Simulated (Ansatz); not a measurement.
HgTe (Coloradoite):

```
Hg Te
1.0
     0.00000    3.21450    3.21450
     3.21450    0.00000    3.21450
     3.21450    3.21450    0.00000
Hg Te
1 1
Direct
  0.00000 0.00000 0.00000
  0.75000 0.75000 0.75000
```

Base run:

| Item | Value |
| --- | --- |
| Program | Ansatz 0.2.0 |
| Functional | PBEsol |
| Potentials or basis | all-electron LAPW, non-relativistic |
| Cutoff | 262 eV (chosen from the basis error) |
| Basis error allowed | 0.001 eV/atom |
| k mesh | 7 × 7 × 7 |
| Occupations | fermi-dirac, width 0.05 eV |
| Spin | no spin polarisation |

Its results: pressure 7.7 GPa.

**Question.** The run is repeated on the same cell with these changes: potentials or basis from all-electron LAPW, non-relativistic to all-electron LAPW, inner shells corrected to Dirac's equation. What comes out?

**Answer.** Pressure 1.8 GPa.

Caveats: relativity is left out, which matters for the heavier elements (some runs).
